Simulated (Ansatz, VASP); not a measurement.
# One calculation of GaN, two programs

File INCAR:

```
PREC     = Accurate       # precision mode
ENCUT    = 520            # plane-wave cutoff, eV
EDIFF    = 1E-6           # SCF threshold, eV
ISMEAR   = 0              # smearing method
SIGMA    = 0.05           # smearing width, eV
LREAL    = F              # projectors in reciprocal space
LASPH    = T              # aspherical terms in the spheres
NELM     = 100            # most SCF steps
ALGO     = Normal         # electronic algorithm
ISIF     = 2              # what is computed and relaxed
LWAVE    = F              # write WAVECAR
LCHARG   = F              # write CHGCAR
GGA      = PE             # functional
NBANDS   = 16             # bands
```

KPOINTS

```
Automatic mesh
0
Gamma
  11 11 11
```

The input POSCAR:

```
GaN
1.0
    0.0000000000      2.1352350000      2.1352350000
    2.1352350000      0.0000000000      2.1352350000
    2.1352350000      2.1352350000      0.0000000000
Ga N
1 1
Direct
    0.0000000000      0.0000000000      0.0000000000
    0.5000000000      0.5000000000      0.5000000000
```

The input input.yaml:

```yaml
crystal:
  lattice:
    - [0.0, 2.135235, 2.135235]
    - [2.135235, 0.0, 2.135235]
    - [2.135235, 2.135235, 0.0]
  atoms:
    - { symbol: Ga, position: [0.0, 0.0, 0.0] }
    - { symbol: "N", position: [0.5, 0.5, 0.5] }
kpoints:
  mp_grid: { grid: [11, 11, 11] }
scf:
  occupations: { method: gaussian, width: 0.05 }
hamiltonian:
  xc: pbe
  pseudopotentials: { kind: all_electron, lapw: { basis_error: 0.001 } }
output:
  forces: true
  stress: true
  eigenvalues: true
```

Measurements of this composition are mostly on another form, of space group No. 186.

Alike in both runs: task single point; functional PBE; k mesh 11 × 11 × 11; occupations gaussian, width 0.05 eV; no spin polarisation.

```csv
,VASP,Ansatz
version,VASP 6.6.1,Ansatz 0.2.0
potentials or method,"VASP PAW PBE potentials, release 64 (Ga_d, N)","all-electron LAPW, scalar-relativistic"
plane-wave cutoff (eV),520,see its input
```

```csv
,VASP,Ansatz,Ansatz less VASP
gap on the k mesh at the Fermi level (eV),0.54,0.55,+0.012
least direct gap on the mesh (eV),2.37,2.38,+0.011
pressure (GPa),0.4,-0.3,-0.73
```

Ansatz ran all-electron here, so the differences hold the error of VASP's frozen core and of both bases.

Caveats: an odd mesh through Γ misses points on the zone boundary, where band edges often lie. As with any semilocal functional, this PBE gap is likely too small.
